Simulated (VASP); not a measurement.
Write the native input for VASP 6.6.1 that does the following.

| Item | Value |
| --- | --- |
| Task | relaxation of cell and atoms |
| Functional | PBE |
| Potentials or basis | VASP PAW PBE potentials, release 64 (Zn, Cu, Sn_d, S) |
| Cutoff | 600 eV |
| k mesh | 10 × 10 × 10 |
| Occupations | gaussian, width 0.03 eV |
| Spin | no spin polarisation |
| Further INCAR settings | ALGO = Normal; EDIFF = 1e-07; IBRION = 2; EDIFFG = -0.005; NSW = 90; ISIF = 3 |

The structure of ZnCu2SnS4 lies in POSCAR:

```
ZnCu2SnS4                               
1.0
   -2.7376699519      2.7376699646      5.4637534198
    2.7376699519     -2.7376699646      5.4637534198
    2.7376699646      2.7376699519     -5.4637534198
  Zn              Cu              Sn              S             
     1     2     1     4
Direct
     0.2500000000000000    0.7500000000000000    0.5000000000000000
     0.0000000000000000    0.0000000000000000    0.0000000000000000
     0.7500000000000000    0.2500000000000000    0.5000000000000000
     0.5000000000000000    0.5000000000000000    0.0000000000000000
     0.3712546501396577    0.8949059498217969    0.0075224495541481
     0.1050940501782030    0.1126164997323510    0.4763487003178678
     0.8873835002676491    0.3637322005855169    0.9924775504458522
     0.6362677994144829    0.6287453498603421    0.5236512996821321
```

These files were run (other wordings do the same):

INCAR

```
PREC = Accurate
ENCUT = 600
EDIFF = 1E-7
ISMEAR = 0
SIGMA = 0.03
LREAL = False
LASPH = True
NELM = 80
ALGO = Normal
ISIF = 3
LWAVE = False
LCHARG = False
GGA = PE
IBRION = 2
NSW = 90
EDIFFG = -0.005
KPAR = 4
```

KPOINTS

```
Automatic mesh
0
Gamma
  10 10 10
```

Potentials or basis: VASP PAW PBE potentials, release 64 (Zn, Cu, Sn_d, S).

Launch:

```bash
$ cat potpaw_PBE.64/Zn/POTCAR potpaw_PBE.64/Cu/POTCAR potpaw_PBE.64/Sn_d/POTCAR potpaw_PBE.64/S/POTCAR > POTCAR
$ mpirun -np 4 vasp_std > vasp.out
```

Results of the run:

- Relaxed volume: 20.47 Å³/atom
- Relaxed cell: a = 6.697 Å, b = 6.697 Å, c = 6.697 Å, α = 131.75°, β = 131.75°, γ = 70.62°
- Space group after relaxing (to 0.05 Å): I-4 (No. 82)
- Energy gained by relaxing: 0.0 meV/atom
- Ionic steps: 2
- Pressure after relaxing: 0.0 GPa
- Largest force after relaxing: 0.005 eV/Å
- Band gap on the k mesh: 0.08 eV, direct

Caveat: spin-orbit coupling is left out, which moves the levels of the heavy elements.

Run time: 14 min on 4 MPI ranks on Intel(R) Xeon(R) Platinum 8259CL CPU @ 2.50GHz (Skylake/Cascade Lake), with other jobs on the host, peak memory 1.3 GiB a rank.
